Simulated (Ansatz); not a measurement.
# AgI: the cell at several levels of theory

An exercise on one series of results from a longer session: the logs are not shown, and one member is left open.

Program: Ansatz 0.2.0. PAW datasets, plane waves, zero pressure. (Simulation; spin polarisation is off.)

### The cell

It is hexagonal, P6_3mc (No. 186); a = 4.659 Å, c = 7.553 Å in the conventional setting, 35.49 Å³ an atom. Around Ag lie 4 I at 2.84–2.85 Å; around I lie 4 Ag at 2.84–2.85 Å.

The structure in full:

```xyz
4
Lattice="4.6586 0.0000 0.0000 -2.3293 4.0344 0.0000 0.0000 0.0000 7.5527" Properties=species:S:1:pos:R:3 pbc="T T T"
Ag    0.0000    2.6896    0.0074
Ag    2.3293    1.3448    3.7838
I     0.0000    2.6896    2.8619
I     2.3293    1.3448    6.6382
```

The first run:

Contents of input.yaml:

```yaml
crystal:
  lattice:
    - [4.6585563974, 0.0, 0.0]
    - [-2.3292781987, 4.0344281851, 0.0]
    - [0.0, 0.0, 7.55273917]
  atoms:
    - { symbol: Ag, position: [0.33333333, 0.66666667, 0.00098414] }
    - { symbol: Ag, position: [0.66666667, 0.33333333, 0.50098414] }
    - { symbol: I, position: [0.33333333, 0.66666667, 0.37891586] }
    - { symbol: I, position: [0.66666667, 0.33333333, 0.87891586] }
kpoints:
  mp_grid: { grid: [6, 6, 4] }
hamiltonian:
  xc: pbe
scf:
  occupations: { method: fermi_dirac, width: 0.02 }
relax:
  f_tol: 0.005
  cell: {}
```

Started as:

```
$ ansatz run input.yaml --threads 2 --pin off --max-ram 29491MiB --backend cpu --events-out ev --progress --plain --runs-dir out
```

Among the steps run: PBE: cell and atoms; Relaxing with r2SCAN; Relaxation with PBEsol; LDA: cell and atoms; HSE06: cell and atoms.

One of the session's tables, all rows but one given; the rest of the session is left out.

| level | a (Å) | c (Å) | volume (Å³/atom) |
| --- | --- | --- | --- |
| PBE | 4.686 | 7.661 | 36.427 |
| r2SCAN | 4.651 | 7.598 | 35.588 |
| PBEsol | 4.560 | 7.451 | 33.552 |
| LDA | ? | ? | ? |
| HSE06 | 4.682 | 7.648 | 36.295 |

Estimate the missing values for LDA.

**Answer.** a (Å): 4.486; c (Å): 7.341; volume (Å³/atom): 31.987. In the column «a (Å)» it is the lowest.

The first relaxation changed the volume by +2.6 % from the start. The volume runs from LDA (least) to PBE (most), a spread of 13.9 %, or 4.4 % in length if all axes shared it alike. The meshes differ: PBE 6×6×4, r2SCAN 6×6×4, PBEsol 6×6×4, LDA 6×6×4, HSE06 6×6×2.
